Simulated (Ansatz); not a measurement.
A generator proposed this cell of WS₂.

```cif
data_structure
_symmetry_space_group_name_H-M 'Fm-3m'
_symmetry_Int_Tables_number 225
_cell_length_a 5.9531
_cell_length_b 5.9531
_cell_length_c 5.9531
_cell_angle_alpha 90.000
_cell_angle_beta 90.000
_cell_angle_gamma 90.000
_cell_volume 210.98
loop_
_atom_site_label
_atom_site_type_symbol
_atom_site_symmetry_multiplicity
_atom_site_Wyckoff_symbol
_atom_site_fract_x
_atom_site_fract_y
_atom_site_fract_z
_atom_site_occupancy
W1 W 4 a 0.00000 0.00000 0.00000 1
S1 S 8 c 0.25000 0.75000 0.75000 1
```

Method: DFT PBE, scalar-relativistic, plane waves, PAW in Ansatz 0.2.0. Plane waves to 420 eV, a k mesh through Γ of 6×6×6 on the computed 3-atom cell and Gaussian smearing (0.10 eV); collinear spin from starting moments 0.0 0.0 0.0 μB.

Formation energies are uncorrected and refer to the elements' standard structures at the same level.

Task: What does a single point on this coarse mesh give?

Result: The pressure is -1.7 GPa (it wants to contract), the largest force is 0.00 eV/Å (symmetry fixes the atoms), and the energy is −0.03 eV/atom against the elements. The shortest distance is 2.58 Å.

Task: How much does it gain on relaxing, and where does it end?

Result: Relaxing gains under 0.1 eV/atom (the start's value is from the coarse mesh, so the gain is rough) in 4 ionic steps and ends at −0.03 eV/atom on the finer mesh. The symmetry stays Fm-3m (No. 225). The end has the fluorite type. The volume per atom shrinks by 0.7 %, from 17.6 to 17.5 Å³. The shortest distance goes from 2.58 Å (W–S) to 2.57 Å (W–S). Conventional cell: a = 5.939 Å. W has 8 S at 2.57 Å; around S lie 4 W at 2.57 Å and 6 S at 2.97 Å.

The last run used collinear spin, a 14×14×14 mesh for its 3-atom cell and Gaussian smearing of 0.10 eV. For metals, differences of a few meV/atom aren't resolved. Spin–orbit coupling, which can matter for W, is left out. The reference form of S is held partly by dispersion forces, which this level lacks. Another magnetic order may lie lower. The relaxation can't lower the symmetry of the start. A structure relaxed within its symmetry needn't be a true minimum.
